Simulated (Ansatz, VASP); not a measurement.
## Two plane-wave programs on ZnO

Contents of INCAR:

```
SYSTEM = ZnO
  PREC = Accurate
  ENCUT = 520
  EDIFF = 1E-7
  ISMEAR = 0
  SIGMA = 0.05
  LREAL = .FALSE.
  LASPH = .TRUE.
  NELM = 100
  ALGO = Normal
  ISIF = 2
  LWAVE = .FALSE.
  LCHARG = .TRUE.
  GGA = PE
  IVDW = 12
  LELF = .TRUE.
  LVHAR = .TRUE.
  NBANDS = 26
```

File KPOINTS:

```
regular mesh
0
G
  12 12 4
  0 0 0
```

POSCAR

```
ZnO
1.0
    3.3330134023      0.0000000000      0.0000000000
   -1.6665067011      2.8864742776      0.0000000000
    0.0000000000      0.0000000000      6.9390055373
Zn O
2 2
Direct
    0.0000000000      0.0000000000      0.7500000000
    0.0000000000      0.0000000000      0.2500000000
    0.3333333333      0.6666666667      0.2500000000
    0.6666666667      0.3333333333      0.7500000000
```

Input for Ansatz:

```yaml
crystal:
  lattice:
    - [3.3330134023, 0.0, 0.0]
    - [-1.6665067011, 2.8864742776, 0.0]
    - [0.0, 0.0, 6.9390055373]
  atoms:
    - { symbol: Zn, position: [0.0, 0.0, 0.75] }
    - { symbol: Zn, position: [0.0, 0.0, 0.25] }
    - { symbol: O, position: [0.3333333333, 0.6666666667, 0.25] }
    - { symbol: O, position: [0.6666666667, 0.3333333333, 0.75] }
basis:
  ecutwfc: 420
kpoints:
  mp_grid: { grid: [12, 12, 4] }
hamiltonian:
  xc: pbe
  dispersion: d3bj
scf:
  occupations: { method: gaussian, width: 0.05 }
output:
  forces: true
  stress: true
  eigenvalues: true
```

Alike in both runs: task single point; functional PBE; dispersion D3(BJ); k mesh 12 × 12 × 4; occupations gaussian, width 0.05 eV; no spin polarisation.

|  | VASP | Ansatz |
| --- | --- | --- |
| version | VASP 6.6.1 | Ansatz 0.2.0 |
| potentials or method | VASP PAW PBE potentials, release 64 (Zn, O) | scalar-relativistic, plane waves, PAW |
| plane-wave cutoff (eV) | 520 | 420 |
| valence electrons in the cell | 36 | 36 |

VASP gave:

| Property | Result |
| --- | --- |
| gap on the k mesh at the Fermi level (eV) | 0.76 |
| least direct gap on the mesh (eV) | 0.76 |
| pressure (GPa) | -5.0 |
| largest component of the traceless stress (GPa) | 3.47 |

Estimate Ansatz's values.

gap on the k mesh at the Fermi level (eV): 0.77; least direct gap on the mesh (eV): 0.77; pressure (GPa): -5.7; largest component of the traceless stress (GPa): 4.24.

The functional is the same, so the differences come from potentials, cutoffs and numerics.

A k mesh can miss the band edges. Expect the measured gap to be larger: semilocal functionals such as PBE lack the derivative discontinuity.
